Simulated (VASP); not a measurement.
Input of a VASP 6.6.1 run:

Contents of INCAR:

```
PREC = Accurate
ENCUT = 600
EDIFF = 1E-7
ISMEAR = 0
SIGMA = 0.03
LREAL = False
LASPH = True
NELM = 80
ALGO = Fast
ISIF = 2
LWAVE = False
LCHARG = False
IBRION = 2
NSW = 40
EDIFFG = -0.01
```

KPOINTS

```
Automatic mesh
0
Gamma
  10 10 10
```

The input POSCAR:

```
ZnS                                     
1.0
    0.0000000000      2.7030763978      2.7030763978
    2.7030763978      0.0000000000      2.7030763978
    2.7030763978      2.7030763978      0.0000000000
  Zn              S             
     1     1
Direct
     0.2500000000000000    0.2500000000000000    0.2500000000000000
     0.0000000000000000    0.0000000000000000    0.0000000000000000
```

Potentials or basis: VASP PAW LDA potentials, release 64 (Zn, S).

Command:

```sh
$ cat potpaw_LDA.64/Zn/POTCAR potpaw_LDA.64/S/POTCAR > POTCAR
$ mpirun -np 1 vasp_std > vasp.out
```

Predict the band gap on the k mesh.

1.88 eV, direct.

Final structure:
```
Zn S
1.0
     0.00000    2.70308    2.70308
     2.70308    0.00000    2.70308
     2.70308    2.70308    0.00000
Zn S
1 1
Cartesian
  1.3515 1.3515 1.3515
  0.0000 0.0000 0.0000
```

Caveat: the relaxation stopped at its first step, so nothing moved.
